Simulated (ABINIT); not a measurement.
## Ti in ABINIT: the effect of target pressure

Ti:

```xyz
2
Lattice="2.9500 0.0000 0.0000 -1.4750 2.5548 0.0000 0.0000 0.0000 4.6800" Properties=species:S:1:pos:R:3 pbc="T T T"
Ti    1.4750    0.8516    3.5100
Ti    0.0000    1.7032    1.1700
```

Alike in all runs:

* Program: ABINIT 10.8.3 (patched build)
* Task: relaxation of cell and atoms
* Functional: PBE
* Potentials or basis: JTH PAW PBE v2.0
* Cutoff: 408 eV
* k mesh: 10 × 10 × 6
* Occupations: fermi-dirac, width 0.05 eV
* Spin: no spin polarisation

Each run relaxes the cell or the atoms first.

| target pressure | relaxed volume (Å³/atom) |
| --- | --- |
| 0 GPa | 17.44 |
| 5 GPa | 16.72 |
| 10 GPa | 16.12 |
| 20 GPa | 15.14 |
| 30 GPa | ? |

Task: What does the run with target pressure 30 GPa give?

Result: Relaxed volume 14.36 Å³/atom.

Worked out: In Murnaghan's law V^(-B') rises as a straight line in P. The other rows fit best with B' = 3.3, V0 = 17.44 Å³/atom and B0 = 111 GPa, which gives 14.38 Å³/atom at 30 GPa, against the run's 14.36.

Caveats: the volume moved by over 15 % at a fixed basis, so the end points are rough (some runs).
